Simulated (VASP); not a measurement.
Write the native input for VASP 6.6.1 that does the following.

* Task: single point
* Functional: PBE
* Potentials or basis: VASP PAW PBE potentials, release 64 (Mo_sv, S)
* Cutoff: 520 eV
* k mesh: 6 × 6 × 6
* Occupations: gaussian, width 0.05 eV
* Spin: collinear spin, ferromagnetic start
* Starting moments: [1.0, 0.0, 0.0] μB
* Fixed moment: 3 μB
* Hubbard terms: Mo d U = 5 eV
* Further INCAR settings: ALGO = Normal; EDIFF = 1e-06; NBANDS = 24

The structure of MoS2 lies in POSCAR:

```
MoS2
1.0
    0.0000000000      2.9959514200      2.9959514200
    2.9959514200      0.0000000000      2.9959514200
    2.9959514200      2.9959514200      0.0000000000
Mo S
1 2
Direct
    0.0000000000      0.0000000000      0.0000000000
    0.2500000000      0.2500000000      0.2500000000
    0.7500000000      0.7500000000      0.7500000000
```

Measurements of this composition are mostly on another form, of space group No. 194.

One way to write it, as run:

INCAR

```
ALGO = Normal ; EDIFF = 1E-6
ENCUT = 520 ; GGA = PE
ISIF = 2 ; ISMEAR = 0
ISPIN = 2 ; LASPH = T
LCHARG = F ; LDAU = T
LDAUJ = 0 0 ; LDAUL = 2 -1
LDAUPRINT = 1 ; LDAUTYPE = 2
LDAUU = 5 0 ; LMAXMIX = 4
LORBIT = 11 ; LREAL = F
LWAVE = F ; MAGMOM = 1 0 0
NBANDS = 24 ; NELM = 100
NUPDOWN = 3 ; PREC = Accurate
SIGMA = 0.05
```

KPOINTS

```
k-points
0
Gamma
  6 6 6
```

Potentials or basis: VASP PAW PBE potentials, release 64 (Mo_sv, S).

Launch:

```bash
$ cat potpaw_PBE.64/Mo_sv/POTCAR potpaw_PBE.64/S/POTCAR > POTCAR
$ mpirun -np 1 vasp_std > vasp.out
```

It gave:

```yaml
Pressure: 9.3 GPa
Net_moment: 3.00 μB per cell
Site_moments: Mo +2.66; S -0.00 μB
Valence_electrons_inside_the_program's_atomic_spheres: Mo 12.14; S 3.71
```

Caveat: the moment is held away from its start; the total moment is fixed, so each spin has its own Fermi level.

Wall time 20 s on 1 thread of Intel(R) Xeon(R) 6975P-C (Granite Rapids), with other jobs on the host, peak memory 0.21 GiB.
